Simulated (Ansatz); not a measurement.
# CdS: a relaxation, part 2 of 2

The task: find the equilibrium cell of CdS.

Ansatz 0.2.0; DFT PBE, scalar-relativistic, plane waves, PAW.

## (3) The relaxation

Contents of input.yaml:

```yaml
crystal:
  lattice:
    - [4.1347992034, 0.0, 0.0]
    - [-2.0673996017, 3.5808411497, 0.0]
    - [0.0, 0.0, 6.749]
  atoms:
    - { symbol: Cd, position: [0.3333333333, 0.6666666667, 0.0] }
    - { symbol: Cd, position: [0.6666666667, 0.3333333333, 0.5] }
    - { symbol: S, position: [0.3333333333, 0.6666666667, 0.385] }
    - { symbol: S, position: [0.6666666667, 0.3333333333, 0.885] }
basis:
  ecutwfc: 420
kpoints:
  mp_grid: { grid: [12, 12, 4] }
hamiltonian:
  xc: pbe
scf:
  occupations: { method: gaussian, width: 0.02 }
output:
  forces: true
  stress: true
  eigenvalues: true
  write_density: true
  write_potential: true
  elf: true
  volumetric_format: npy
relax:
  adjacent_minimum: "off"
  f_tol: 0.005
  max_steps: 80
  cell: { stress_tol: 0.05 }
```

Run with:

```sh
ansatz run input.yaml --threads 4 --pin off --max-ram 9216MiB --backend cpu --events-out ev --progress --plain --runs-dir out
```

Standard output:

```text
Warning: RAYON_NUM_THREADS=4 ignored (pool sized by the plan → 4); use --threads N
Engine: ansatz 0.2.0, x86_64-unknown-linux-gnu
Pseudopotentials: kind: paw
Pseudopotential: Cd, paw, valence charge 20, recommended cutoff 420 eV (normal), Cd.paw.azcp
Pseudopotential: S, paw, valence charge 6, recommended cutoff 420 eV (normal), S.paw.azcp
Functional definition: PBE
  parameter kappa = 0.804
  parameter beta = 0.06672455060314922
  exchange = pbe_x(kappa = kappa, mu = beta*pi^2/3)
  correlation = pbe_c(beta = beta)
Crystal: 4 atoms, lattice volume = 99.926 Å³
Basis set: ecut = 420 eV, 1967 PW (Γ), exchange–correlation on 60×60×96 points (8 copies of the dense FFT grid, shifted against one another)
Bands: 32, of which v1, the nominal top of the filled ones, is band 26 counted from 1 (25 counted from 0)
Symmetry: 12 space group operations
Space group: P63mc (ITA 186), of the structure as read, at distance tolerance 4.6e-5 Å
k-points: 57 of 576 (time reversal used)
Non-local potential: Cd, projectors of the file, l = 0: 3, l = 1: 2, l = 2: 2, l = 3: 1
Non-local potential: S, projectors of the file, l = 0: 2, l = 1: 2, l = 2: 2
PAW form: soft (Blöchl's): semilocal exchange-correlation on the pseudo side does not see the compensation charge
PAW one-centre angular grid: Cd, 590 points (default); XC on 64 Gauss nodes
PAW one-centre angular grid: S, 110 points (default); XC on 64 Gauss nodes
Initial density: superposition of atomic densities (neutral atoms: chi_scale 0, normalization atom), corrected by the library's trained network
Initial wavefunctions: pseudopotential atomic-orbital guess
Functional: x = pbe(κ = 0.804, μ = 0.2195149727645171), c = pbe(β = 0.06672455060314922)
SCF iter   1: F=—  HF=-18315.613102 eV  |F-HF|=—  |Δ(HF+E_count)|=         —  Δρ=6.20e-4  dr2=4.41e-4  ethr=1.77e-3  ⟨swp⟩=6.4  Hψ=7575  notcnv=0
preconditioner: auto → Resta (q_TF=auto, 2.447 Å⁻¹)  ε∞=4.7  [insulator: Δε(μ)=1.220 eV  Ē_g=11.650 eV  σ=0.020 eV  W_gap=1.00  n_scr=22 (ndim 8)  ℏωp=22.3 eV  f_vac=0.129  D(μ)=0.00/eV (n_scr^D=0)  ε∞_Penn≈4.7]
SCF iter   2: F=—  HF=-18315.614690 eV  |F-HF|=—  |Δ(HF+E_count)|=   1.59e-3  Δρ=3.14e-4  dr2=1.16e-4  ethr=8.47e-7  ⟨swp⟩=2.8  Hψ=3912  notcnv=0  defer=18
SCF iter   3: F=—  HF=-18315.614750 eV  |F-HF|=—  |Δ(HF+E_count)|=   6.00e-5  Δρ=1.10e-4  dr2=9.29e-6  ethr=2.22e-7  ⟨swp⟩=2.0  Hψ=2751  notcnv=0  defer=18
SCF iter   4: F=—  HF=-18315.614690 eV  |F-HF|=—  |Δ(HF+E_count)|=   6.06e-5  Δρ=4.60e-5  dr2=1.83e-6  ethr=1.79e-8  ⟨swp⟩=2.1  Hψ=2752  notcnv=0  defer=18
SCF iter   5: F=—  HF=-18315.614693 eV  |F-HF|=—  |Δ(HF+E_count)|=   3.43e-6  Δρ=9.93e-6  dr2=1.20e-7  ethr=3.52e-9  ⟨swp⟩=2.0  Hψ=2752  notcnv=0  defer=18
SCF iter   6: F=-18315.614693 eV  HF=-18315.614693 eV  |F-HF|=8.56e-9  |Δ(HF+E_count)|=   1.44e-7  Δρ=3.54e-6  dr2=1.79e-8  ethr=1.92e-10  ⟨swp⟩=11.1  Hψ=11761  notcnv=0
SCF 1 converged in 6 iterations: F = -18315.614693 eV  dr2 = 1.79e-8
relax step   1: F+E_penalty+E_count = -18315.61469311 eV  Δ(F+E_penalty+E_count) = +0.000e0 eV  max|allowed force component| = 2.601e-1 eV/Å  Δτ_max = 0.0000 Å  P = +2.526 GPa  Ω = 99.926 Å³  (6 SCF iters, dr2 threshold 1.00e-7 eV, accepted)
Crystal: 4 atoms, lattice volume = 104.064 Å³
Basis set: ecut = 420 eV, 1985 PW (Γ), exchange–correlation on 60×60×96 points (8 copies of the dense FFT grid, shifted against one another)
Initial density: handed on by an earlier stage of this run
Initial wavefunctions: those handed on with the density
iter 1 solved again at ethr=4.81e-6 eV; its pass at ethr=3.10e-3 eV (dr2=2.50e-3 eV) is discarded
SCF iter   1: F=—  HF=-18315.658797 eV  |F-HF|=—  |Δ(HF+E_count)|=         —  Δρ=1.49e-3  dr2=2.61e-3  ethr=4.81e-6  ⟨swp⟩=2.4  Hψ=9893  notcnv=0
preconditioner: auto → Resta (q_TF=auto, 2.430 Å⁻¹)  ε∞=4.6  [insulator: Δε(μ)=1.122 eV  Ē_g=11.481 eV  σ=0.020 eV  W_gap=1.00  n_scr=22 (ndim 8)  ℏωp=21.8 eV  f_vac=0.144  D(μ)=0.00/eV (n_scr^D=0)  ε∞_Penn≈4.6]
SCF iter   2: F=—  HF=-18315.658238 eV  |F-HF|=—  |Δ(HF+E_count)|=   5.59e-4  Δρ=7.17e-4  dr2=6.52e-4  ethr=4.81e-6  ⟨swp⟩=2.2  Hψ=2234  notcnv=0
SCF iter   3: F=—  HF=-18315.658208 eV  |F-HF|=—  |Δ(HF+E_count)|=   2.99e-5  Δρ=2.40e-4  dr2=8.28e-5  ethr=1.25e-6  ⟨swp⟩=2.4  Hψ=2418  notcnv=0
SCF iter   4: F=—  HF=-18315.658150 eV  |F-HF|=—  |Δ(HF+E_count)|=   5.73e-5  Δρ=1.03e-4  dr2=1.30e-5  ethr=1.59e-7  ⟨swp⟩=2.0  Hψ=2738  notcnv=0
SCF iter   5: F=—  HF=-18315.658161 eV  |F-HF|=—  |Δ(HF+E_count)|=   1.01e-5  Δρ=3.10e-5  dr2=1.05e-6  ethr=2.50e-8  ⟨swp⟩=2.0  Hψ=2751  notcnv=0
SCF iter   6: F=-18315.658164 eV  HF=-18315.658164 eV  |F-HF|=2.22e-7  |Δ(HF+E_count)|=   3.38e-6  Δρ=6.75e-6  dr2=6.67e-8  ethr=7.69e-10  ⟨swp⟩=11.0  Hψ=13096  notcnv=0
SCF 2 converged in 6 iterations: F = -18315.658164 eV  dr2 = 6.67e-8
relax step   2: F+E_penalty+E_count = -18315.65816416 eV  Δ(F+E_penalty+E_count) = -4.347e-2 eV  max|allowed force component| = 1.120e-1 eV/Å  Δτ_max = 0.0120 Å  P = +0.064 GPa  Ω = 104.064 Å³  energy of the carried Pulay correction = -9.182e-4 eV  (6 SCF iters, dr2 threshold 4.00e-7 eV, accepted)
Crystal: 4 atoms, lattice volume = 104.277 Å³
iter 1 solved again at ethr=6.34e-7 eV; its pass at ethr=3.10e-3 eV (dr2=3.30e-4 eV) is discarded
SCF iter   1: F=—  HF=-18315.661268 eV  |F-HF|=—  |Δ(HF+E_count)|=         —  Δρ=8.02e-4  dr2=3.77e-4  ethr=6.34e-7  ⟨swp⟩=2.5  Hψ=8580  notcnv=0
preconditioner: auto → Resta (q_TF=auto, 2.430 Å⁻¹)  ε∞=4.6  [insulator: Δε(μ)=1.116 eV  Ē_g=11.471 eV  σ=0.020 eV  W_gap=1.00  n_scr=22 (ndim 8)  ℏωp=21.8 eV  f_vac=0.141  D(μ)=0.00/eV (n_scr^D=0)  ε∞_Penn≈4.6]
SCF iter   2: F=—  HF=-18315.661125 eV  |F-HF|=—  |Δ(HF+E_count)|=   1.43e-4  Δρ=4.15e-4  dr2=9.71e-5  ethr=6.34e-7  ⟨swp⟩=2.5  Hψ=2682  notcnv=0
SCF iter   3: F=—  HF=-18315.661118 eV  |F-HF|=—  |Δ(HF+E_count)|=   7.05e-6  Δρ=6.60e-5  dr2=5.64e-6  ethr=1.87e-7  ⟨swp⟩=2.1  Hψ=2477  notcnv=0
SCF iter   4: F=—  HF=-18315.661120 eV  |F-HF|=—  |Δ(HF+E_count)|=   1.80e-6  Δρ=2.63e-5  dr2=6.68e-7  ethr=1.09e-8  ⟨swp⟩=2.4  Hψ=2768  notcnv=0
SCF iter   5: F=-18315.661120 eV  HF=-18315.661120 eV  |F-HF|=6.21e-8  |Δ(HF+E_count)|=   1.60e-7  Δρ=1.01e-5  dr2=9.65e-8  ethr=7.69e-10  ⟨swp⟩=9.0  Hψ=11833  notcnv=0
SCF 3 converged in 5 iterations: F = -18315.661120 eV  dr2 = 9.65e-8
relax step   3: F+E_penalty+E_count = -18315.66111975 eV  Δ(F+E_penalty+E_count) = -2.956e-3 eV  max|allowed force component| = 3.780e-2 eV/Å  Δτ_max = 0.0103 Å  P = -0.059 GPa  Ω = 104.277 Å³  energy of the carried Pulay correction = -9.641e-4 eV  (5 SCF iters, dr2 threshold 4.00e-7 eV, accepted)
Crystal: 4 atoms, lattice volume = 104.165 Å³
iter 1 solved again at ethr=2.01e-7 eV; its pass at ethr=3.10e-3 eV (dr2=1.05e-4 eV) is discarded
SCF iter   1: F=—  HF=-18315.661626 eV  |F-HF|=—  |Δ(HF+E_count)|=         —  Δρ=4.47e-4  dr2=1.12e-4  ethr=2.01e-7  ⟨swp⟩=2.5  Hψ=8666  notcnv=0
preconditioner: auto → Resta (q_TF=auto, 2.430 Å⁻¹)  ε∞=4.6  [insulator: Δε(μ)=1.113 eV  Ē_g=11.475 eV  σ=0.020 eV  W_gap=1.00  n_scr=22 (ndim 8)  ℏωp=21.8 eV  f_vac=0.139  D(μ)=0.00/eV (n_scr^D=0)  ε∞_Penn≈4.6]
SCF iter   2: F=—  HF=-18315.661610 eV  |F-HF|=—  |Δ(HF+E_count)|=   1.58e-5  Δρ=2.34e-4  dr2=3.07e-5  ethr=2.01e-7  ⟨swp⟩=2.1  Hψ=2622  notcnv=0
SCF iter   3: F=—  HF=-18315.661560 eV  |F-HF|=—  |Δ(HF+E_count)|=   5.00e-5  Δρ=3.47e-5  dr2=1.81e-6  ethr=5.90e-8  ⟨swp⟩=2.3  Hψ=2676  notcnv=0
SCF iter   4: F=-18315.661561 eV  HF=-18315.661561 eV  |F-HF|=9.86e-8  |Δ(HF+E_count)|=   6.67e-7  Δρ=8.08e-6  dr2=7.96e-8  ethr=1.72e-10  ⟨swp⟩=6.1  Hψ=11146  notcnv=0
SCF 4 converged in 4 iterations: F = -18315.661561 eV  dr2 = 7.96e-8
relax step   4: F+E_penalty+E_count = -18315.66156108 eV  Δ(F+E_penalty+E_count) = -4.413e-4 eV  max|allowed force component| = 7.600e-4 eV/Å  Δτ_max = 0.0057 Å  P = -0.005 GPa  Ω = 104.165 Å³  energy of the carried Pulay correction = -9.399e-4 eV  (4 SCF iters, dr2 threshold 8.93e-8 eV, accepted)
Initial wavefunctions: pseudopotential atomic-orbital guess (no wavefunctions were taken with the density)
iter 1 solved again at ethr=1.11e-7 eV; its pass at ethr=3.10e-3 eV (dr2=5.80e-5 eV) is discarded
SCF iter   1: F=—  HF=-18315.662489 eV  |F-HF|=—  |Δ(HF+E_count)|=         —  Δρ=8.44e-5  dr2=1.37e-6  ethr=1.11e-7  ⟨swp⟩=3.0  Hψ=12443  notcnv=0
preconditioner: auto → Resta (q_TF=auto, 2.430 Å⁻¹)  ε∞=4.6  [insulator: Δε(μ)=1.112 eV  Ē_g=11.475 eV  σ=0.020 eV  W_gap=1.00  n_scr=22 (ndim 8)  ℏωp=21.8 eV  f_vac=0.139  D(μ)=0.00/eV (n_scr^D=0)  ε∞_Penn≈4.6]
SCF iter   2: F=—  HF=-18315.662441 eV  |F-HF|=—  |Δ(HF+E_count)|=   4.71e-5  Δρ=3.90e-5  dr2=3.64e-7  ethr=2.64e-9  ⟨swp⟩=2.0  Hψ=3083  notcnv=0
SCF iter   3: F=—  HF=-18315.662442 eV  |F-HF|=—  |Δ(HF+E_count)|=   5.24e-7  Δρ=1.09e-5  dr2=3.49e-8  ethr=7.01e-10  ⟨swp⟩=2.9  Hψ=2856  notcnv=0
SCF iter   4: F=—  HF=-18315.662442 eV  |F-HF|=—  |Δ(HF+E_count)|=   4.74e-8  Δρ=1.34e-6  dr2=2.88e-9  ethr=6.72e-11  ⟨swp⟩=2.3  Hψ=2870  notcnv=0
SCF iter   5: F=—  HF=-18315.662442 eV  |F-HF|=—  |Δ(HF+E_count)|=   5.00e-9  Δρ=3.61e-7  dr2=2.36e-10  ethr=5.54e-12  ⟨swp⟩=2.2  Hψ=2620  notcnv=0
SCF iter   6: F=-18315.662442 eV  HF=-18315.662442 eV  |F-HF|=7.28e-12  |Δ(HF+E_count)|=  4.58e-10  Δρ=1.27e-7  dr2=1.44e-11  ethr=1.00e-12  ⟨swp⟩=6.0  Hψ=7844  notcnv=0
SCF 5 converged in 6 iterations: F = -18315.662442 eV  dr2 = 1.44e-11
relax step   5: F+E_penalty+E_count = -18315.66244205 eV  Δ(F+E_penalty+E_count) = -8.810e-4 eV  max|allowed force component| = 7.828e-4 eV/Å  Δτ_max = 0.0000 Å  P = -0.010 GPa  Ω = 104.165 Å³  stress off target by 1.30e-2 GPa  SCF on the basis re-selected at this cell (its energy is not comparable with the rows above)  (6 SCF iters)
basis re-selected at this cell: Δ(F+E_penalty+E_count) = -8.810e-4 eV, ΔP = -0.005 GPa vs the last step (what re-selecting the basis moved, of the pressure what is left beyond the Pulay correction that the steps carried, after the strain that the cell walked since its last selection, with what the two solves' SCF thresholds leave and, on support functions, any second-order correction that the steps lacked; it is no measure of the basis error at this ecutwfc). This SCF's stress stands 1.30e-2 GPa from its target on what of the cell is left free (relax.cell.stress_tol is 5.00e-2 GPa) and its largest allowed force component is 7.83e-4 eV/Å (relax.f_tol is 5.00e-3 eV/Å): within both
SCF converged after 6 iterations
Free energy (F): -18315.662442 eV
Harris-Foulkes:  -18315.662442 eV  (|F-HF|=7.28e-12)
Internal energy: -18315.662442 eV  (E = F + TS)
E sigma→0 (E₀):  -18315.662442 eV
Fermi energy:    6.797713 eV
--- Per-component energies (eV) ---
  E_band       = -1041.667835
  E_kinetic    = 1221.710018
  E_local      = -8178.025421  (includes V_loc(G=0)·N_el)
  E_nonlocal   = 124.440603
  E_hartree    = 3749.124300
  E_xc         = -546.792260
  E_vxc        = -616.857416  (∫ρ·V_xc dr)
  E_paw        = -9367.863689  (= ΣΔE_a)
  E_vpaw       = -1091.183934  (= ΣTr[D̂ρ^β])
  E_aug_tail   = 0.000030  (compensation charges beyond the density's cutoff)
  E_ewald      = -5318.256022
  E_smearing   = -0.000000  (= −TS)
  E_closure    = 0.000000  (closes the sum)
  Σ components = -18315.662442   (vs F -18315.662442, Δ=0.00e0)
--- Forces (eV/Å), atoms counted from 1 ---
  atom   1  Cd    -0.00000000    -0.00000000     0.00078264
  atom   2  Cd     0.00000000     0.00000000     0.00078264
  atom   3  S      0.00000000    -0.00000000    -0.00078295
  atom   4  S      0.00000000     0.00000000    -0.00078295
  max |Σ_I F_I| component: 6.26e-7 eV/Å
--- Stress (GPa, compression-positive) ---
       -0.013021      -0.000000      -0.000000
       -0.000000      -0.013021      -0.000000
       -0.000000      -0.000000      -0.004708
  P = ⅓ Tr σ = -0.0102 GPa (-0.102 kbar)
--- Band table (eV; the first three rows and the last of 57) ---
  k-point 0: bands = ["-94.9698", "-94.9698", "-56.0418", "-56.0416", "-56.0416", "-56.0415", "-56.0415", "-56.0413", "-5.8416", "-5.4523", "-1.2992", "-1.2942", "-1.2942", "-1.2198", "-1.2198", "-0.9292", "-0.9292", "-0.8495", "-0.8495", "-0.5411", "2.1492", "5.5487", "5.5487", "6.2040", "6.2414", "6.2414", "7.3538", "8.9750", "12.7093", "12.7093", "13.0033", "13.7621"]
  k-point 1: bands = ["-94.9698", "-94.9698", "-56.0417", "-56.0416", "-56.0416", "-56.0416", "-56.0416", "-56.0413", "-5.7833", "-5.5072", "-1.2862", "-1.2862", "-1.2541", "-1.2336", "-1.2336", "-0.9150", "-0.9150", "-0.8587", "-0.8587", "-0.7655", "2.6952", "5.2359", "5.6447", "5.6447", "6.1340", "6.1340", "8.2303", "9.0420", "12.5224", "12.7780", "12.7780", "13.1899"]
  k-point 2: bands = ["-94.9698", "-94.9698", "-56.0416", "-56.0416", "-56.0416", "-56.0416", "-56.0415", "-56.0415", "-5.6435", "-5.6435", "-1.2627", "-1.2627", "-1.2627", "-1.2627", "-1.0843", "-1.0843", "-0.8844", "-0.8844", "-0.8844", "-0.8844", "3.8852", "3.8852", "5.8837", "5.8837", "5.8837", "5.8837", "8.9958", "8.9958", "12.3558", "12.3558", "13.0472", "13.0472"]
  k-point 56: bands = ["-94.9698", "-94.9698", "-56.0419", "-56.0419", "-56.0418", "-56.0418", "-56.0414", "-56.0414", "-5.3619", "-5.3619", "-1.1297", "-1.1297", "-1.1163", "-1.1163", "-0.9207", "-0.9207", "-0.9140", "-0.9140", "-0.4050", "-0.4050", "2.4462", "2.4462", "4.0037", "4.0037", "5.2173", "5.2173", "10.5462", "10.5462", "12.3448", "12.3448", "12.6151", "12.6151"]
--- Relaxed structure (4 steps of the walk, 4 accepted, 1 SCFs on fresh bases) ---
  F+E_penalty+E_count = -18315.66244205 eV   max|allowed force component| = 7.828e-4 eV/Å   (the final SCF, on the basis selected at the relaxed cell)
  cell:  # Å, volume = 104.1646 Å³
    - [4.1971452148601, -1.1536329568576322e-18, -2.047057727564729e-18]
    - [-2.09857260743005, 3.6348343794411435, 1.0235288637823653e-18]
    - [-3.3412971038493547e-18, -6.9150828987604695e-34, 6.827810487537521]
  atoms:
    - { symbol: Cd, position: [0.33333333333333326, 0.6666666666666665, 0.004157888030225406] }
    - { symbol: Cd, position: [0.6666666666666665, 0.33333333333333326, 0.5041578880302253] }
    - { symbol: S, position: [0.33333333333333326, 0.6666666666666665, 0.3808421119697746] }
    - { symbol: S, position: [0.6666666666666665, 0.33333333333333326, 0.8808421119697745] }
```

Run time: 6.9 s. Hardware: 4 threads of AMD EPYC 9R45 (Zen 5), shared host; peak memory 0.53 GiB.

The steps of the relaxation:

```csv
step,E - E(step 1) (eV/cell),largest force component (eV/Å),pressure (GPa),volume (Å³)
1,0.0000,0.2601,2.53,99.93
2,-0.0435,0.1120,0.06,104.06
3,-0.0464,0.0378,-0.06,104.28
4,-0.0469,0.0008,-0.01,104.16
5,-0.0477,0.0008,-0.01,104.16
```

Step 1 is the start. Step 5 repeats the geometry before it on a plane-wave basis chosen anew for that cell, so its energy need not be comparable with the rows above.

|  | before | after | change |
| --- | --- | --- | --- |
| a (Å) | 4.135 | 4.197 | +1.5 % |
| b (Å) | 4.135 | 4.197 | +1.5 % |
| c (Å) | 6.749 | 6.828 | +1.2 % |
| volume (Å³/atom) | 24.98 | 26.04 | +4.2 % |
| shortest distance (Å) | 2.510 | 2.565 | +2.2 % |
| space group (0.01 Å) | P6_3mc | P6_3mc | same |

The run keeps the 12 symmetry operations of the start, so it could not have lowered the symmetry.

Density in a lattice plane of the grid's cell (edges 4.20 and 6.83 Å, at 0.333 of the third edge), which holds Cd and S.

Ten even steps from '0' (0.02 e/Å³) to '9' (23.47 e/Å³):
```
00000000000000
00000000000000
00000000000000
00000000000000
00000000000000
00000000000000
00000000000000
00000000011000
00000001366200
00000001599300
00000000355200
00000000011000
00000000000000
00000000000000
00000000000000
00000000000000
00000000000000
00000000000000
00000000000000
00000000000000
```
Columns run along the first of these edges and rows up along the second, over one cell in 14 and 20 even steps from the bottom left corner. Atoms in the plane (fractional): Cd at (0.67, 0.50), S at (0.67, 0.88).

ELF in the same plane.

Ten even steps from ' ' (0.01) to '@' (0.87):
```
--........==%%@@%%****@@@@##
==......::**@@@@++  ..##@@%%
++..  ..::**@@@@++....##@@%%
==..    ::++%%@@@@@@@@@@@@##
::      ..--**%%@@@@@@@@%%++
..        ..::====++====--::
            ......::........
..        ....::==++++--::..
..::::::....::==**%%%%++--..
::--++++--..::==##@@@@**==..
--++####++::..==**####++--..
==######**--..::======--....
++######**==....::::::....::
==******++--..............::
::--====--::              ..
  ........                  
  ......                    
..............::--====--::..
............--**##%%%%##++::
..........::**@@@@@@@@@@%%++
```
Columns run along the first of these edges and rows up along the second, over one cell in 14 and 20 even steps from the bottom left corner. Atoms in the plane (fractional): Cd at (0.67, 0.50), S at (0.67, 0.88).

Both are smooth fields of the valence electrons: close to the nuclei they are not physical.

Maxima of ELF outside the ion cores: 0.89 in the shell around S, 0.8 Å from S.

## (4) Summary of results

This closing draws on all 2 parts. Changes of volume or cell count from the first structure of part 1.

| quantity | value |
| --- | --- |
| relaxed cell | a = 4.197 Å, b = 4.197 Å, c = 6.828 Å, α = 90.00°, β = 90.00°, γ = 120.00° |
| space group (0.01 Å) | P6_3mc (No. 186) |
| volume | 26.04 Å³/atom |
| formation energy (elements from runs with the same settings, not shown) | -0.66 eV/atom |
| gap on the mesh | 1.11 eV |

The relaxed volume is 4.2 % larger than at the start. PBE usually gives cells somewhat too large. Against the measured lattice constant a of CdS, 4.1354 Å (300 K; a printed reference work, data compilation), the calculated 4.197 Å is off by +1.5 %. Against the measured lattice constant c of CdS, 6.712 Å (300 K; a printed reference work, data compilation), the calculated 6.828 Å is off by +1.7 %. That is the cell relaxed with PBE, without thermal expansion or zero-point motion.

These are semilocal Kohn-Sham gaps, which aren't the measured quantity. Such gaps usually fall short of the measured ones.
